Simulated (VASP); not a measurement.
SnO2:

```
CELL_PARAMETERS angstrom
0.00000 2.55533 2.55533
2.55533 0.00000 2.55533
2.55533 2.55533 0.00000
ATOMIC_POSITIONS crystal
Sn 0.00000 0.00000 0.00000
O 0.25000 0.25000 0.25000
O 0.75000 0.75000 0.75000
```

Measurements of this composition are mostly on another form, of space group No. 136.

The cell isn't the ideal one: cell and atoms relaxed from a first guess.

```yaml
Program: VASP 6.6.1
Task: relaxation of cell and atoms
Functional: PBE
Potentials_or_basis: VASP PAW PBE potentials, release 64 (Sn_d, O)
Cutoff: 600 eV
k_mesh: 11 × 11 × 11
Occupations: fermi-dirac, width 0.05 eV
Spin: no spin polarisation
```

At the start: pressure 4.2 GPa; volume 11.12 Å³/atom.

Question: How do energy, volume and symmetry change on relaxing?

Answer: Over 3 steps the energy falls by 3.0 meV/atom and the volume is 11.36 Å³/atom (+2.1 %); space group Fm-3m (No. 225, to 0.05 Å).

The path:
| step | energy change (eV) | largest force (eV/Å) | pressure (GPa) | volume (Å³) |
| --- | --- | --- | --- | --- |
| 1 | 0.0000 | 0.0000 | 4.16 | 33.37 |
| 2 | -0.0009 | 0.0000 | -3.61 | 34.79 |
| 3 | -0.0090 | 0.0000 | 0.00 | 34.08 |

Final structure:
```xyz
3
Lattice="0.0000 2.5734 2.5734 2.5734 0.0000 2.5734 2.5734 2.5734 0.0000" Properties=species:S:1:pos:R:3 pbc="T T T"
Sn    0.0000    0.0000    0.0000
O     1.2867    1.2867    1.2867
O     3.8601    3.8601    3.8601
```
